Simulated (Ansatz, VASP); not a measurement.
Two plane-wave programs on GaAs

```
Ga As
1.0
     0.00000    2.87509    2.87509
     2.87509    0.00000    2.87509
     2.87509    2.87509    0.00000
Ga As
1 1
Direct
  0.00000 0.00000 0.00000
  0.25000 0.25000 0.25000
```

The cell is a database's computed one.

Alike in both runs: task relaxation of cell and atoms; functional PBE; k mesh 10 × 10 × 10; occupations gaussian, width 0.01 eV; no spin polarisation.

```csv
,VASP,Ansatz
version,VASP 6.6.1,Ansatz 0.2.0
potentials or method,"VASP PAW PBE potentials, release 64 (Ga_d, As)","scalar-relativistic, plane waves, PAW"
plane-wave cutoff (eV),600,420
valence electrons in the cell,18,28
```

```tsv
	VASP	Ansatz	Ansatz less VASP
gap on the k mesh at the Fermi level, each at its own relaxed structure (eV)	0.14	0.16	+0.014
relaxed volume (Å³/atom)	23.77	23.71	-0.053
relaxed cell length with the largest relative difference (Å)	4.066	4.063	-0.0030
```

The two sets of potentials don't hold the same shells in valence.

Caveats: the relaxation stopped at its first step, so nothing moved.
